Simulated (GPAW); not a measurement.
Fe3Ge:

```xyz
4
Lattice="0.0000 2.8756 2.8756 2.8756 0.0000 2.8756 2.8756 2.8756 0.0000" Properties=species:S:1:pos:R:3 pbc="T T T"
Ge    0.0000    0.0000    0.0000
Fe    4.3134    4.3134    4.3134
Fe    1.4378    1.4378    1.4378
Fe    2.8756    2.8756    2.8756
```

The cell comes from a database or a generator and needn't be the stable form of this composition.

```yaml
Program: GPAW 26.7.0
Task: relaxation of cell and atoms
Functional: PBEsol
Potentials_or_basis: PAW data sets generated in the run's folder for this functional
Cutoff: 600 eV
Basis: pw
k_mesh: 7 × 7 × 7
Occupations: fermi-dirac, width 0.05 eV
Spin: collinear spin, ferromagnetic start
Starting_moments: "[0.0, 3.0, 3.0, 3.0] μB"
```

At the start: pressure -9.0 GPa; volume 11.89 Å³/atom.

Question: Where does the relaxation end?

Answer: Over 5 steps the energy falls by 20.9 meV/atom and the volume is 11.30 Å³/atom (-5.0 %); space group Fm-3m (No. 225, to 0.05 Å); moment 5.13 μB per cell.

Step by step:
```tsv
step	energy change (eV)	largest force (eV/Å)	pressure (GPa)	volume (Å³)
1	0.0000	0.0000	-9.03	47.56
2	-0.0206	0.0000	-8.52	47.22
3	0.0507	0.0000	16.26	42.46
4	-0.0825	0.0000	-1.21	45.40
5	-0.0835	0.0000	-0.10	45.18
```

Final structure:
```
Ge Fe
1.0
     0.00000    2.82689    2.82689
     2.82689    0.00000    2.82689
     2.82689    2.82689    0.00000
Ge Fe
1 3
Direct
  0.00000 0.00000 0.00000
  0.75000 0.75000 0.75000
  0.25000 0.25000 0.25000
  0.50000 0.50000 0.50000
```

Caveat: each step starts from the last one's moments, so a moment once lost doesn't come back; later steps reuse the first step's grids.
